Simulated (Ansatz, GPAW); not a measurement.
# Geometry or basis: what sets the conductance of hydroquinonedithiol between two Al chains, part 4 of 4

How well does hydroquinonedithiol between two Al chains conduct once its atoms have relaxed, and how much do cheaper levels lose?

GPAW 26.7.0 and Ansatz 0.2.0; Ansatz plane waves; relaxation of the junction with the lead ends held; PAW set soft_1 (the session's first sound run).

So far, transmission at the Fermi level (one spin): step 3 (plane waves, PBE) 0.0232; step 5 (GPAW, szp: basis = "szp(dzp)", PBE, GPAW) 0.0253; step 6 (GPAW, sz: basis = "sz(dzp)", PBE, GPAW) 0.0280; step 7 (RPBE in the dzp basis: xc = "RPBE") 0.0285; step 8 (the structure as built: geometry = "as built", PBE, GPAW) 0.113. Also open channels of the lead at the Fermi level (one spin): 2 in steps 3, 4, 5 and 6.

## (10) The levels side by side

The curves are compared point by point over the common energies.

This step: comparison of transmission and cost over codes, levels and geometry; PAW set soft_1 (GPAW 26.7.0).

Ladder, by row:

```csv
step,code,T at the Fermi level (sum over the listed spins),conductance (G0),r.m.s. T(E) from the first,wall time (s),peak memory (GiB),threads
pw-pbe,Ansatz,0.02317,0.02287,0,4539,6.467,4
dzp,GPAW,0.02982,0.02929,0.0654,191.9,2.31,1
szp,GPAW,0.02534,0.0248,0.1333,158,2.27,1
sz,GPAW,0.02802,0.02745,0.1433,94.84,2.08,1
dzp-RPBE,GPAW,0.02849,0.02802,0.06641,189.2,2.31,1
asbuilt,GPAW,0.1132,0.1119,0.09516,141.4,2.31,1
```

Transmission, zone mean, sum over the listed spins against energy, zero at the Fermi level:

```csv
energy (eV),pw-pbe,dzp,szp,sz,dzp-RPBE,asbuilt
-2.000,0.0121,0.0123,0.0189,0.121,0.0116,0.00154
-1.800,0.0688,0.0649,0.158,0.529,0.0607,0.00278
-1.750,0.0925,0.0857,0.274,0.967,0.0802,0.00419
-1.675,0.121,0.107,0.948,9.9e-9,0.101,0.0510
-1.600,0.132,0.108,0.0700,2.5e-11,0.103,5.3e-4
-1.425,0.881,0.213,8.7e-5,1.4e-13,0.200,1.2e-4
-1.400,0.371,0.593,1.0e-4,1.8e-13,0.555,1.2e-4
-1.200,0,0,9.2e-12,4.6e-13,0,3.4e-12
-1.000,0,2.2e-12,1.4e-11,5.2e-12,1.6e-12,8.2e-13
-0.800,0,1.8e-11,2.6e-10,5.7e-11,1.2e-11,5.0e-13
-0.600,0,1.8e-9,2.4e-10,3.2e-11,2.0e-9,2.9e-14
-0.400,0,5.4e-10,5.5e-12,7.5e-10,6.7e-10,2.0e-6
-0.200,0.0110,0.0144,0.00854,0.0105,0.0143,0.0957
0.000,0.0232,0.0298,0.0253,0.0280,0.0285,0.113
0.200,0.0267,0.0316,0.0303,0.0324,0.0304,0.0799
0.400,0.0315,0.0362,0.0404,0.0420,0.0352,0.0620
0.600,0.0366,0.0410,0.0509,0.0541,0.0405,0.0578
0.800,0.0362,0.0390,0.0530,0.0575,0.0386,0.0587
1.000,0.0365,0.0375,0.0577,0.0585,0.0342,0.0580
1.200,0.0385,0.0388,0.0647,0.0620,0.0368,0.0657
1.400,0.0448,0.0431,0.0795,0.0700,0.0405,0.0779
1.600,0.0607,0.0544,0.113,0.0875,0.0508,0.0958
1.800,0.0943,0.0791,0.188,0.127,0.0733,0.123
2.000,0.157,0.125,0.337,0.217,0.116,0.166
```

## (11) Potential alignment off

Without the shift, lead and junction are matched by their Fermi levels alone.

This step: GPAW LCAO, PAW setups; Landauer transmission from Green's functions with principal layers (ASE), zero bias (GPAW 26.7.0).

File run.py:

```python
import json
import numpy as np
from ase import Atoms
from ase.transport.calculators import TransportCalculator
from gpaw import GPAW, FermiDirac
from gpaw.lcao.tools import get_lcao_hamiltonian
from scipy.linalg import eigh

# The junction with lead layers at both ends, along the third cell vector
device = Atoms(
    ['Al', 'Al', 'Al', 'Al', 'Al', 'Al', 'Al', 'S', 'H', 'C', 'C', 'H', 'O', 'C', 'C', 'O', 'H', 'C', 'C', 'H', 'S', 'Al', 'Al', 'Al', 'Al', 'Al', 'Al', 'Al'],
    positions=[
        [6.24660, 4.50000, 1.20000],
        [6.24660, 4.50000, 3.60000],
        [6.24660, 4.50000, 6.00000],
        [6.24660, 4.50000, 8.40000],
        [6.24660, 4.50000, 10.80000],
        [5.10757, 4.89817, 13.09597],
        [6.17834, 4.43529, 15.48227],
        [4.93294, 5.35512, 17.12392],
        [7.79093, 5.23044, 18.08155],
        [5.71740, 5.20079, 18.71547],
        [7.10035, 5.19408, 18.92483],
        [3.28924, 5.16039, 18.75418],
        [3.49486, 5.16850, 19.71333],
        [4.85251, 5.17769, 19.83680],
        [7.63599, 5.16790, 20.21428],
        [8.99380, 5.14989, 20.33754],
        [9.19881, 5.13518, 21.29646],
        [5.38809, 5.19201, 21.12643],
        [6.77111, 5.18927, 21.33559],
        [4.69756, 5.22668, 21.96971],
        [7.55843, 5.32603, 22.92766],
        [6.29833, 4.43412, 24.57335],
        [7.38718, 4.87900, 26.95198],
        [6.24660, 4.50000, 29.25278],
        [6.24660, 4.50000, 31.65278],
        [6.24660, 4.50000, 34.05278],
        [6.24660, 4.50000, 36.45278],
        [6.24660, 4.50000, 38.85278]],
    cell=[[12.4932, 0.0, 0.0], [0.0, 9.0, 0.0], [0.0, 0.0, 40.05278]],
    pbc=True)

# One principal layer of the lead: the first 4 atoms of the device
lead = Atoms(
    ['Al', 'Al', 'Al', 'Al'],
    positions=[
        [6.24660, 4.50000, 1.20000],
        [6.24660, 4.50000, 3.60000],
        [6.24660, 4.50000, 6.00000],
        [6.24660, 4.50000, 8.40000]],
    cell=[[12.4932, 0.0, 0.0], [0.0, 9.0, 0.0], [0.0, 0.0, 9.6]],
    pbc=True)

settings = dict(mode='lcao', basis='dzp', xc='PBE', h=0.18,
                occupations=FermiDirac(0.1), maxiter=250,
                mixer=dict(beta=0.1, nmaxold=8, weight=100.0),
                convergence=dict(density=0.0001))
energies = np.arange(-2, 2 + 1e-9, 0.025)
eta = 0.0001
n1, n2 = 1, 1
# k and -k transmit alike, so half of the mesh across the current serves
mesh = [(i, j) for i in range(n1) for j in range(n2) if (i, j) <= (-i % n1, -j % n2)]
weights = np.array([1 if (i, j) == (-i % n1, -j % n2) else 2 for i, j in mesh]) / (n1 * n2)

# [... helper functions left out ...]
fermi_lead = ground_state(lead, (1, 1, 12), 'lead.txt')
fermi_device = ground_state(device, (1, 1, 2), 'device.txt')
# [... loop over the mesh left out, but for ...]
        # Lead and device are aligned by their Fermi levels alone
        shift = 0.0
# [...]
kT = 8.617333e-5 * 300
bias = [0.1, 0.2, 0.5, 1.0, 1.5, 2.0]
# [... integrals and printing left out ...]
```

On the command line:

```console
> OMP_NUM_THREADS=1 OPENBLAS_NUM_THREADS=1 python run.py
```

Log:

```text
basis functions: device 332, principal layer 52
Fermi level: lead -3.4212 eV, device -3.2508 eV; lead shifted by 0.0000 eV
largest coupling past the next layer 1.60e-15 eV, largest misfit of the first layer 0.082 eV
  E-E_F (eV)   T (one spin)  channels
    -2.000    1.2252e-02    1.0000
    -1.975    1.5264e-02    1.0000
    -1.950    1.9041e-02    1.0000
    -1.925    2.3717e-02    1.0000
    -1.900    2.9422e-02    1.0000
    -1.875    3.6259e-02    1.0000
    -1.850    4.4264e-02    1.0000
    -1.825    5.3368e-02    1.0000
    -1.800    6.3351e-02    1.0000
    -1.775    7.3811e-02    1.0000
    -1.750    8.4171e-02    1.0000
    -1.725    9.3742e-02    1.0000
    -1.700    1.0183e-01    1.0000
    -1.675    1.0788e-01    1.0000
    -1.650    1.1161e-01    1.0000
    -1.625    1.1307e-01    1.0000
[...]
1.825    8.3823e-02    3.0000
     1.850    8.8408e-02    3.0000
     1.875    9.3341e-02    3.0000
     1.900    9.8640e-02    3.0000
     1.925    1.0432e-01    3.0000
     1.950    1.1038e-01    3.0000
     1.975    1.1683e-01    3.0000
     2.000    1.2368e-01    3.0000
conductance at 300 K: 0.028342 G0 a cell; thermopower -9.72 uV/K
current from the zero-bias T(E) at 0.1 V: 0.21882 uA
current from the zero-bias T(E) at 0.2 V: 0.43306 uA
current from the zero-bias T(E) at 0.5 V: 1.0101 uA
current from the zero-bias T(E) at 1.0 V: 1.7595 uA
current from the zero-bias T(E) at 1.5 V: 2.5381 uA
current from the zero-bias T(E) at 2.0 V: 3.2824 uA
```

Run time: 3.2 min. Hardware: 1 thread of Arm Neoverse V1, shared host; peak memory 2.3 GiB.

This step gave:

```yaml
conductance: 0.02834 G₀
thermopower: -9.720 μV/K
largest_misfit_of_the_first_principal_layer: 0.08152 eV
shift_that_aligns_the_lead: 0 eV
transmission_at_the_fermi_level_one_spin: 0.02862
```

One spin. Transmission, zone mean against energy, zero at the Fermi level:

```csv
energy (eV),"transmission, zone mean"
-2.000,0.0123
-1.900,0.0294
-1.800,0.0634
-1.700,0.102
-1.600,0.113
-1.500,0.111
-1.400,0.562
-1.300,1.1e-4
-1.200,0
-1.100,1.6e-12
-1.000,2.0e-12
-0.900,3.6e-12
-0.800,1.7e-11
-0.700,3.1e-9
-0.600,1.8e-9
-0.500,5.5e-11
-0.400,2.7e-8
-0.300,0.00636
-0.200,0.0157
-0.100,0.0236
0.000,0.0286
0.100,0.0312
0.200,0.0325
0.300,0.0338
0.400,0.0359
0.500,0.0384
0.600,0.0405
0.700,0.0410
0.800,0.0396
0.900,0.0372
1.000,0.0376
1.100,0.0374
1.200,0.0380
1.300,0.0398
1.400,0.0430
1.500,0.0480
1.600,0.0553
1.700,0.0655
1.800,0.0796
1.900,0.0986
2.000,0.124
```

Crossings of the lead's bands, unfolded to its shortest repeat. The open channels, zone mean by energy, zero at the Fermi level:

```csv
energy (eV),"open channels, zone mean"
-2.000,1
-1.800,1
-1.600,1
-1.400,1
-1.200,0
-1.000,0
-0.800,0
-0.600,0
-0.400,0
-0.200,2
0.000,2
0.200,2
0.400,2
0.600,2
0.800,2
1.000,3
1.200,3
1.400,3
1.600,3
1.800,3
2.000,3
```

Not self-consistent under bias; the bias window is split evenly. Current through one cell, from the zero-bias transmission against bias:

```csv
bias (V),"current through one cell, from the zero-bias transmission (μA)"
0.100,0.219
0.200,0.433
0.500,1.01
1.000,1.76
1.500,2.54
2.000,3.28
```

The transmission of the three most open eigenchannels by energy, zero at the Fermi level:

```csv
energy (eV),channel 1,channel 2,channel 3
-2.000,0.0123,0,0
-1.900,0.0294,0,0
-1.800,0.0634,0,0
-1.700,0.102,0,0
-1.600,0.113,0,0
-1.500,0.111,0,0
-1.400,0.562,0,0
-1.300,1.1e-4,0,0
-1.200,0,0,0
-1.100,1.6e-12,0,0
-1.000,2.0e-12,0,0
-0.900,3.6e-12,0,0
-0.800,1.7e-11,0,0
-0.700,3.1e-9,0,0
-0.600,1.8e-9,0,0
-0.500,5.5e-11,0,0
-0.400,2.7e-8,3.3e-11,0
-0.300,0.00634,2.8e-5,0
-0.200,0.0156,8.9e-5,0
-0.100,0.0235,1.5e-4,0
0.000,0.0284,1.8e-4,0
0.100,0.0310,1.8e-4,0
0.200,0.0324,1.4e-4,0
0.300,0.0338,7.8e-5,0
0.400,0.0358,2.3e-5,0
0.500,0.0384,2.8e-7,1.1e-10
0.600,0.0405,5.4e-5,1.6e-12
0.700,0.0408,2.5e-4,1.3e-12
0.800,0.0390,6.4e-4,3.1e-12
0.900,0.0359,0.00131,5.4e-11
1.000,0.0348,0.00268,8.6e-5
1.100,0.0340,0.00317,2.0e-4
1.200,0.0343,0.00339,3.5e-4
1.300,0.0358,0.00342,5.3e-4
1.400,0.0389,0.00332,7.5e-4
1.500,0.0439,0.00315,9.8e-4
1.600,0.0512,0.00295,0.00119
1.700,0.0614,0.00276,0.00137
1.800,0.0755,0.00262,0.00148
1.900,0.0946,0.00252,0.00155
2.000,0.120,0.00248,0.00157
```

The conductance, 0.0283 G₀, lies 3.2 % below that of the dzp run.

## (12) What came out

| Property | Result |
| --- | --- |
| conductance | 0.0293 G₀ |
| transmission at the Fermi level, mean of the spins | 0.0298 |
| thermopower | -8.76 μV/K |
| open channels of the lead there | 2 |

In the dzp basis the junction conducts 0.0293 G₀ at 300 K, with T = 0.0298 a spin at the Fermi level; the sz basis reaches that conductance within 10 %. Relaxation moved atoms by up to 1.2 Å and took the conductance from 0.112 to 0.0293 G₀, as a ratio a larger change than the step from dzp to the minimal basis. Plane waves (PBE) give T = 0.0232 there. The scatterer reflects about 99 % of the incoming channels at the Fermi level. The negative thermopower says that the thermally weighted transmission is larger above the Fermi level, as for electron-like transport. Measured against the first run (pw-pbe), the nearest curve is that of dzp (r.m.s. 0.065) and the farthest that of sz (0.14). Over the compared runs wall time goes from 95 s (sz) to 4539 s (pw-pbe), on a shared host; the plane-wave run used 4 threads and the orbital runs 1. The leads kept an estimated spacing and the cell its length, so the junction may be under some tension or compression. Semilocal functionals put molecular levels too near the Fermi level, so such conductances usually come out too high, and chain electrodes have a sharper density of states than real ones. An evenly spaced straight chain is an idealisation: free chains tend to dimerise, zigzag or, where a band edge lies near the Fermi level, turn magnetic. The currents use the zero-bias T(E) throughout, which holds only while the bias is small against the distance to the nearest feature.

[Logs are printed without paths, hosts, clocks, repeated set-up lines and the standing remarks that a program may print on its own settings, such as how far it seeks lower states.]

[Hosts, paths, dates, database ids (printed as entryN), source tags and the programs' standing remarks are cut or masked in the printed files.]
